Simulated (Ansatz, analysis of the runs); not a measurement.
# Transmission past a defect: (4,0) C nanotube, Cl placed on top of one C, part 4 of 4

Wanted: the relaxed defect and the transmission past it, beside the channels of the perfect wire.

Ansatz 0.2.0; DFT PBE, plane waves, PAW; relaxation of a wire's period (the session's first sound run).

So far, conductance of the lead as this run defines it (G₀): step 3 (bands of the perfect wire) 3.00.

## 5. The open system

This step: DFT PBE, plane waves, PAW; transmission of a junction in a wire (Ansatz 0.2.0).

The cell is now read as a scatterer between two semi-infinite leads, named by two sites one period apart. The scattering states in its self-consistent potential are matched to the leads' states at each energy. One point across is taken, as for a wire in vacuum.

input.yaml

```yaml
crystal:
  lattice:
    - [9.932, 0.0, 0.0]
    - [0.0, 9.932, 0.0]
    - [0.0, 0.0, 29.5143822369]
  atoms:
    - { symbol: C, position: [0.330192775, 0.499977252, 0.00029528] }
    - { symbol: C, position: [0.499977252, 0.669761728, 0.00029528] }
    - { symbol: C, position: [0.499977252, 0.330192775, 0.00029528] }
    - { symbol: C, position: [0.669761728, 0.499977252, 0.00029528] }
    - { symbol: C, position: [0.330192775, 0.499977252, 0.047323768] }
    - { symbol: C, position: [0.499977252, 0.669761728, 0.047323768] }
    - { symbol: C, position: [0.499977252, 0.330192775, 0.047323768] }
    - { symbol: C, position: [0.669761728, 0.499977252, 0.047323768] }
    - { symbol: C, position: [0.37990611, 0.620048393, 0.071729675] }
    - { symbol: C, position: [0.37990611, 0.37990611, 0.071729675] }
    - { symbol: C, position: [0.620048393, 0.620048393, 0.071729675] }
    - { symbol: C, position: [0.620048393, 0.37990611, 0.071729675] }
    - { symbol: C, position: [0.37990611, 0.620048393, 0.118746516] }
    - { symbol: C, position: [0.37990611, 0.37990611, 0.118746516] }
    - { symbol: C, position: [0.620048393, 0.620048393, 0.118746516] }
    - { symbol: C, position: [0.620048393, 0.37990611, 0.118746516] }
    - { symbol: C, position: [0.330192775, 0.499977252, 0.143152422] }
    - { symbol: C, position: [0.499977252, 0.669761728, 0.143152422] }
    - { symbol: C, position: [0.499977252, 0.330192775, 0.143152422] }
    - { symbol: C, position: [0.669761728, 0.499977252, 0.143152422] }
    - { symbol: C, position: [0.330192775, 0.499977252, 0.190180911] }
    - { symbol: C, position: [0.499977252, 0.669761728, 0.190180911] }
    - { symbol: C, position: [0.499977252, 0.330192775, 0.190180911] }
    - { symbol: C, position: [0.669761728, 0.499977252, 0.190180911] }
    - { symbol: C, position: [0.37990611, 0.620048393, 0.214586818] }
    - { symbol: C, position: [0.37990611, 0.37990611, 0.214586818] }
    - { symbol: C, position: [0.620048393, 0.620048393, 0.214586818] }
    - { symbol: C, position: [0.620048393, 0.37990611, 0.214586818] }
    - { symbol: C, position: [0.37990611, 0.620048393, 0.261603659] }
    - { symbol: C, position: [0.37990611, 0.37990611, 0.261603659] }
[... 77 atom lines left out ...]
    - { symbol: C, position: [0.620048393, 0.37990611, 0.928872532] }
    - { symbol: C, position: [0.37990611, 0.620048393, 0.975889373] }
    - { symbol: C, position: [0.37990611, 0.37990611, 0.975889373] }
    - { symbol: C, position: [0.620048393, 0.620048393, 0.975889373] }
    - { symbol: C, position: [0.620048393, 0.37990611, 0.975889373] }
    - { symbol: Cl, position: [0.7630127303, 0.2369414991, 0.554421623] }
kpoints:
  mp_grid: { grid: [1, 1, 3] }
scf:
  occupations: { method: fermi_dirac, width: 0.05 }
hamiltonian:
  xc: pbe
output:
  transmission:
    e_range: [-1.26, 1.26]
    de: 0.035
    kmesh: [1, 1]
    reduced_basis: true
    leads: [[96, 0]]
  dos: { projected: true, e_range: [-4, 3] }
  write_potential: true
  write_density: true
  volumetric_format: npy
  elf: true
basis:
  ecutwfc: "350 eV"
```

Atom lines that are left out differ too.

Launch:

```sh
$ ansatz run input.yaml --threads 4 --pin off --max-ram 16384MiB --backend cpu --events-out ev --progress --plain --runs-dir out
```

Numbers of over 12 decimals in the logs are rounded to 6 here.

Log:

```text
Warning: the atoms were moved onto the symmetric positions of the space group found under crystal.symmetry.tolerance 1.0e-5 (fractional; no operation is sought that the atoms, as they stand in a round, miss by more than twice it, and no atom is moved by as much as it), and the run uses the moved positions. Before a round's move an operation carried an atom to 3.84e-6 Å from where it should land, the largest such dist [...]
[...]
Crystal: 113 atoms, lattice volume = 2911.435 Å³
Basis set: ecut = 350 eV, 43279 PW (Γ)
Bands: 341, of which v1, the nominal top of the filled ones, is band 228 counted from 1 (227 counted from 0)
Symmetry: 2 space group operations
[...]
k-points: 2 of 3 (time reversal used)
[...]
SCF iter   1: F=—  HF=-29099.398158 eV  |F-HF|=—  |Δ(HF+E_count)|=         —  Δρ=7.79e-3  dr2=2.74e0  ethr=1.77e-3  ⟨swp⟩=7.0  Hψ=3272  notcnv=0  defer=185
[...]
SCF iter   9: F=-29099.119691 eV  HF=-29099.119691 eV  |F-HF|=2.96e-9  |Δ(HF+E_count)|=   9.21e-8  Δρ=6.66e-7  dr2=1.83e-8  ethr=2.20e-11  ⟨swp⟩=28.5  Hψ=5140  notcnv=0
SCF 1 converged in 9 iterations: F = -29099.119691 eV  dr2 = 1.83e-8
[...]
transmission: 7 of 50 steps passed
transmission: 10 of 50 steps passed
[...]
transmission: 50 of 50 steps passed
WARN: The output density's exchange-correlation potential varies sharply where the density is thin. Do not read a vacuum level from v_tot or v_xc, or from such a field of the output density. On a cell that repeats whose density bears no net charge and no dipole along the vacuum's axis use v_es (v_loc + v_h of the components); under efield.dipole_correction with no amplitude use v_es + v_field, which holds any externa [...]
SCF converged after 9 iterations
Free energy (F): -29099.119691 eV
[...]
Internal energy: -29099.005153 eV  (E = F + TS)
E sigma→0 (E₀):  -29099.062422 eV
Entropy (-TS):   -0.114538 eV (-1.014 meV/atom)
Fermi energy:    -1.561850 eV
[...]
--- Band table (eV) ---
  k-point 0: bands = [... 224 lower, -1.9198, -1.9017, -1.8913, -1.8853, -1.2907, -1.1261, -1.0650, -0.9338, ... 109 higher]
  k-point 1: bands = [... 224 lower, -1.8933, -1.7330, -1.6302, -1.5413, -1.4427, -1.3054, -1.1875, -0.9241, ... 109 higher]
--- Transmission ---
  basis      : 725 plane waves across, 50 finite elements along
  points     : 1, standing for a mesh of 1 x 1
[...]
crystal 0  : C16, at the sites [96, 0], period 4.2163 Å, over 18.97 Å; its Hamiltonian steps by up to 11.6 meV
[...]
filled         : 12.3 meV over the level at which it is neutral
    channels       : 3.000000e0 a spin
[...]
junction   : crystal 0 to crystal 0, 1.76 to 27.06 Å
    transmission   : 2.612117e0 a spin
    conductance    : 2.0510e14 S/m² at 300 K (2.0511e14 on every other energy)
    error estimate : 0.0 % from the energy spacing and 0.0 % from band edges of the leads and from resonances (wavevectors taken as independent; lower de), 1.1 % from the steps of its leads' Hamiltonians or their offsets (lay more layers), 0.6 % from the distance to neutral
    resistance     : 6.3196e-4 Ω µm² beyond half of each lead's own
```

Wall time 19 min (4 threads of Arm Neoverse V1, shared host); peak memory 6.4 GiB.

This step gave:

| Item | Value |
| --- | --- |
| energy at zero smearing | -29099.0624 eV |
| transmission at the energy nearest the Fermi level, one spin | 2.612 |
| step of the lead's Hamiltonian | 11.6 meV |
| conductance of the junction | 2.611 G₀ |

The transmission, one spin by energy, zero at the Fermi level:

energy (eV), transmission, one spin and a bar:
```
    -1.26       1.90 ################
    -1.19       1.84 ###############
    -1.12       2.63 ######################
    -1.05       2.70 ######################
    -0.98       2.75 #######################
    -0.91       2.79 #######################
    -0.88       2.80 #######################
    -0.84       2.28 ###################
    -0.77       2.85 #######################
    -0.70       3.61 ##############################
    -0.67       3.66 ##############################
    -0.63       3.54 #############################
    -0.59       3.62 ##############################
    -0.53       3.44 ############################
    -0.46       3.24 ###########################
    -0.39       3.05 #########################
    -0.32       2.93 ########################
    -0.24       2.87 ########################
    -0.17       2.81 #######################
    -0.10       2.74 ######################
    -0.04       2.66 ######################
     0.00       2.61 #####################
     0.04       2.57 #####################
     0.10       2.48 ####################
     0.17       2.39 ####################
     0.24       2.31 ###################
     0.32       2.23 ##################
     0.39       2.17 ##################
     0.46       2.12 #################
     0.53       2.07 #################
     0.59       2.02 ################
     0.63       0.93 ########
     0.70       0.60 #####
     0.77       0.01 
     0.84       0.76 ######
     0.91       0.99 ########
     0.98       1.85 ###############
     1.05       1.91 ################
     1.12       1.94 ################
     1.19       1.95 ################
     1.26       1.97 ################
```

Table of open channels of the lead, one spin by energy, zero at the Fermi level:

| energy (eV) | open channels of the lead, one spin |
| --- | --- |
| -1.190 | 3 |
| -1.085 | 3 |
| -1.015 | 3 |
| -0.910 | 3 |
| -0.805 | 3 |
| -0.700 | 5 |
| -0.595 | 5 |
| -0.490 | 5 |
| -0.385 | 5 |
| -0.315 | 4 |
| -0.210 | 3 |
| -0.105 | 3 |
| 0.000 | 3 |
| 0.105 | 3 |
| 0.210 | 3 |
| 0.315 | 3 |
| 0.385 | 3 |
| 0.490 | 3 |
| 0.595 | 3 |
| 0.700 | 1 |
| 0.805 | 1 |
| 0.910 | 1 |
| 1.015 | 3 |
| 1.085 | 3 |
| 1.190 | 3 |

Projected DOS an atom over height of the atomic layer and energy from the Fermi level.  broadened by a Gaussian of 0.15 eV, since few k-points sample the long cell.

Values in states/eV, 12 rows by 16 columns, each cell a mean:
```
0.111 0.108 0.106 0.109 0.107 0.112 0.101 0.104 0.134 0.117 0.117 0.115 0.115 0.119 0.117 0.118
0.098 0.100 0.106 0.102 0.109 0.103 0.108 0.109 0.157 0.093 0.087 0.095 0.086 0.092 0.091 0.092
0.109 0.107 0.103 0.110 0.108 0.103 0.109 0.102 0.167 0.118 0.109 0.111 0.111 0.109 0.112 0.113
0.225 0.233 0.225 0.218 0.205 0.182 0.157 0.125 0.183 0.171 0.186 0.202 0.219 0.225 0.220 0.231
0.474 0.478 0.481 0.480 0.488 0.499 0.495 0.390 0.177 0.441 0.507 0.499 0.480 0.480 0.478 0.477
0.162 0.147 0.157 0.156 0.158 0.182 0.199 0.332 0.156 0.188 0.166 0.158 0.163 0.161 0.161 0.152
0.112 0.117 0.109 0.119 0.108 0.104 0.111 0.103 0.134 0.120 0.105 0.104 0.116 0.106 0.114 0.111
0.187 0.186 0.192 0.187 0.200 0.173 0.174 0.157 0.290 0.264 0.186 0.191 0.183 0.186 0.187 0.187
0.240 0.242 0.236 0.232 0.241 0.249 0.234 0.208 0.510 0.367 0.245 0.246 0.239 0.247 0.234 0.238
0.488 0.484 0.486 0.483 0.458 0.454 0.413 0.403 0.399 0.324 0.391 0.462 0.475 0.469 0.489 0.487
0.277 0.285 0.289 0.288 0.306 0.329 0.390 0.415 0.433 0.379 0.375 0.308 0.294 0.297 0.283 0.286
0.128 0.109 0.115 0.120 0.117 0.119 0.122 0.137 0.183 0.171 0.138 0.106 0.135 0.109 0.121 0.111
```
Columns: height of the atomic layer (Å) from 0.00872 to 28.8 (not evenly spaced); rows upwards: energy from the Fermi level (eV) from -3.98 to 1.47.

ELF in the ca plane at fractional y = 0.366, with atoms of C within 0.2 Å of it. It is the smooth field of the valence electrons, not physical close to the nuclei.

Ten even steps from '0' (0.00) to '9' (0.91), each cell a mean:
```
00000000000000000000000000000000000000000000
00000000000000000000122110000000000000000000
00000000000000000000234320000000000000000000
00000000000000000000244421000000000000000000
10000110001110000000134320000100001100001100
31001332223421012310123210002332234310023321
63003675556751015642245420025765567620046655
74015777876762027767754641037768867730157778
64015625972562026428951551036338933630156259
85126845973773137747965862148648846841267459
96667985557986668975448976668965569866679855
55984563115647974651026548954641146559846620
76886774236866876873348867867852258768768742
96336976776984348866867974359867768953379767
74015624971462026527952651047338923640156259
74015746984662016757975751037558955730157469
73014777777862015776667741037777777730157777
52002554335541013543235520024543345420035543
21001221112210001210011210002211112210012211
00000000000000000000000000000000000000000000
00000000000000000000000000000000000000000000
00000000000000000000000000000000000000000000
00000000000000000000000000000000000000000000
00000000000000000000000000000000000000000000
```
Columns run along c (16.0 Å, from fractional 0.28 to 0.82 of the cell), rows up along a (9.9 Å). Atoms in or near the plane, at fractional coordinates: C at (0.36, 0.38), C at (0.36, 0.62), C at (0.40, 0.38), C at (0.40, 0.62), C at (0.50, 0.39), C at (0.50, 0.62), C at (0.55, 0.39), C at (0.55, 0.63), C at (0.64, 0.38), C at (0.64, 0.62), C at (0.69, 0.38), C at (0.69, 0.62), C at (0.79, 0.38), C at (0.79, 0.62).

Electrostatic potential energy in the ca plane at fractional y = 0.366, with atoms of C within 0.2 Å of it. With pseudopotentials it is smooth inside the atoms' cores, unlike the true potential.

Ten even steps from '0' (-60 eV) to '9' (4 eV), each cell a mean:
```
99999999999999999999999999999999999999999999
99999999999999999999999999999999999999999999
99999999999999999999999999999999999999999999
99999999999999999999999999999999999999999999
99999999999999999999999999999999999999999999
99999999999999999999999999999999999999999999
99999999999999999999988899999999999999999999
89999756864689998657742589998557755899997568
58998301520179996103510179985004400589983015
58998402630278986103731478986114501689984026
56876567876657875567887657865668866568755678
12651278998413641488987214621589985126513789
33763478887535753578887436743688886347634789
67887634763478887424742578886446734688875347
48998300520168997102510379985004400589983005
68998523641379998435742689996226622699985237
99999888887899999888988999999888888999998789
99999999999999999999999999999999999999999999
99999999999999999999999999999999999999999999
99999999999999999999999999999999999999999999
99999999999999999999999999999999999999999999
99999999999999999999999999999999999999999999
99999999999999999999999999999999999999999999
99999999999999999999999999999999999999999999
```
Columns run along c (16.0 Å, from fractional 0.28 to 0.82 of the cell; values clipped at the 3rd and 97th percentile), rows up along a (9.9 Å). Atoms in or near the plane, at fractional coordinates: C at (0.36, 0.38), C at (0.36, 0.62), C at (0.40, 0.38), C at (0.40, 0.62), C at (0.50, 0.39), C at (0.50, 0.62), C at (0.55, 0.39), C at (0.55, 0.63), C at (0.64, 0.38), C at (0.64, 0.62), C at (0.69, 0.38), C at (0.69, 0.62), C at (0.79, 0.38), C at (0.79, 0.62).

Valence density in the ca plane at fractional y = 0.366, with atoms of C within 0.2 Å of it. It is the smooth field of the valence electrons, not physical close to the nuclei.

Ten even steps from '0' (0.0 e/Å³) to '9' (1.9 e/Å³), each cell a mean:
```
00000000000000000000000000000000000000000000
00000000000000000000000000000000000000000000
00000000000000000000000000000000000000000000
00000000000000000000000000000000000000000000
00000000000000000000000000000000000000000000
00000000000000000000001100000000000000000000
10000111111100000111122210001111111100001111
21001344445420002444456520012454454210013444
52002689998731014788898731015889988510026899
63113798889952125997678731126988889621138988
75345874335864347863235654357753357753468643
88778742113787778731114787788621126887787421
87667852124776567742226876578631136875677521
74224886567852225886569852237875578732248865
62112799999841014889999731025999999520137999
41001467677631002566566420014676676310025776
10001222222210001121122100001222222100012222
00000000000000000000000000000000000000000000
00000000000000000000000000000000000000000000
00000000000000000000000000000000000000000000
00000000000000000000000000000000000000000000
00000000000000000000000000000000000000000000
00000000000000000000000000000000000000000000
00000000000000000000000000000000000000000000
```
Columns run along c (16.0 Å, from fractional 0.28 to 0.82 of the cell), rows up along a (9.9 Å). Atoms in or near the plane, at fractional coordinates: C at (0.36, 0.38), C at (0.36, 0.62), C at (0.40, 0.38), C at (0.40, 0.62), C at (0.50, 0.39), C at (0.50, 0.62), C at (0.55, 0.39), C at (0.55, 0.63), C at (0.64, 0.38), C at (0.64, 0.62), C at (0.69, 0.38), C at (0.69, 0.62), C at (0.79, 0.38), C at (0.79, 0.62).

By hand: the program gives 2.0510 × 10^14 S/m² over the cell's cross-section of 98.64 Å² = 9.864 × 10^-19 m², so one cell conducts 2.023 × 10^-4 S. Divided by G0 = 2e²/h = 7.748 × 10^-5 S this is 2.61 G0, a resistance of 4.94 kΩ.

The conductance is 2.61 G₀, with 3 channels a spin open in the lead. The lead's Hamiltonian steps by 11.6 meV, which the program lets pass, though it counts in the error estimate.

## 6. Conductance and thermopower from T(E)

This step: Landauer integrals over the computed T(E), interpolated linearly between its energies (analysis of the runs above).

Conductance and thermopower are moments of T(E) over the thermal window; sliding the window along E stands for a gate that leaves T(E) rigid.

This step gave:

- conductance at 300 K, interpolated from T(E): 2.611 G₀
- thermopower at 300 K: 3.491 μV/K
- Lorenz number over L0: 0.9978

T(E) held rigid; rough near sharp steps of T(E). Table of conductance at 300 K by shift of the leads' level:

| shift of the leads' level (eV) | conductance at 300 K (G₀) |
| --- | --- |
| -0.900 | 2.73 |
| -0.800 | 2.76 |
| -0.750 | 2.99 |
| -0.650 | 3.54 |
| -0.550 | 3.49 |
| -0.450 | 3.23 |
| -0.400 | 3.10 |
| -0.300 | 2.92 |
| -0.200 | 2.83 |
| -0.150 | 2.78 |
| -0.050 | 2.67 |
| 0.050 | 2.55 |
| 0.150 | 2.42 |
| 0.200 | 2.36 |
| 0.300 | 2.25 |
| 0.400 | 2.16 |
| 0.450 | 2.12 |
| 0.550 | 1.95 |
| 0.650 | 1.01 |
| 0.750 | 0.336 |
| 0.800 | 0.439 |
| 0.900 | 1.12 |

T(E) held rigid; rough near sharp steps of T(E). Thermopower at 300 K against shift of the leads' level:

| shift of the leads' level (eV) | thermopower at 300 K (μV/K) |
| --- | --- |
| -0.900 | 2.79 |
| -0.800 | -9.42 |
| -0.750 | -14.1 |
| -0.650 | -3.77 |
| -0.550 | 4.16 |
| -0.450 | 5.94 |
| -0.400 | 5.59 |
| -0.300 | 2.88 |
| -0.200 | 2.40 |
| -0.150 | 2.66 |
| -0.050 | 3.26 |
| 0.050 | 3.65 |
| 0.150 | 3.73 |
| 0.200 | 3.64 |
| 0.300 | 3.27 |
| 0.400 | 2.88 |
| 0.450 | 3.22 |
| 0.550 | 17.2 |
| 0.650 | 70.9 |
| 0.750 | 37.0 |
| 0.800 | -77.5 |
| 0.900 | -50.9 |

The two levels move by half the bias each and T(E) is held rigid. Table of current from the zero-bias T(E) by bias:

| bias (V) | current from the zero-bias T(E) (μA) |
| --- | --- |
| 0.000 | 0 |
| 0.100 | 20.2 |
| 0.200 | 40.4 |
| 0.300 | 60.6 |
| 0.400 | 80.8 |
| 0.500 | 101 |
| 0.600 | 121 |
| 0.700 | 141 |
| 0.800 | 161 |
| 0.900 | 182 |
| 1.000 | 203 |
| 1.100 | 224 |
| 1.200 | 244 |
| 1.300 | 263 |
| 1.400 | 280 |
| 1.500 | 294 |
| 1.600 | 306 |
| 1.700 | 319 |
| 1.800 | 333 |
| 1.900 | 349 |

By hand, Mott's formula: S = −(π²k²T/3e) d ln T/dE, and π²k²T/3e = 7.33 μV/K × eV at 300 K. The computed T is 2.70 at -0.070 eV and 2.52 at +0.070 eV, so d ln T/dE ≈ -0.481 per eV and S ≈ 3.52 μV/K, against 3.49 from the integrals.

The thermopower is 3.49 μV/K. The Lorenz ratio is 1.00, where the Wiedemann-Franz law gives 1. Moving the level by up to 0.1 eV either way gives 3.0 to 3.7 μV/K.

## 7. Summary of results

```json
{
 "conductance of the perfect wire": "3.00 G₀",
 "conductance, Cl placed on top of one C": "2.61 G₀",
 "thermopower, Cl placed on top of one C": "3.49 μV/K"
}
```

Summed over the computed window, 76 % of the lead's open channels pass the defect; the conductance at 300 K is 2.61 G₀. With Cl placed on top of one C, 87 % of the conductance of that run's own lead (3.00 G₀) is left, so it scatters little at the Fermi level. Transport is coherent and elastic here: the atoms are frozen, so scattering by vibrations plays no part. Adsorbates are named by the site where they were placed; the distances after each relaxation show where they ended. A cutoff under the files' recommended one was taken to save time; its effect on T(E) was not tested here. A cell with an odd number of electrons ran without spin; a level of the scatterer near the Fermi level could split if spin were allowed.

[Logs are printed without paths, hosts, clocks, repeated set-up lines and the standing remarks that a program may print on its own settings, such as how far it seeks lower states.]

[Hosts, paths, dates, database ids (printed as entryN), source tags and the programs' standing remarks are cut or masked in the printed files.]
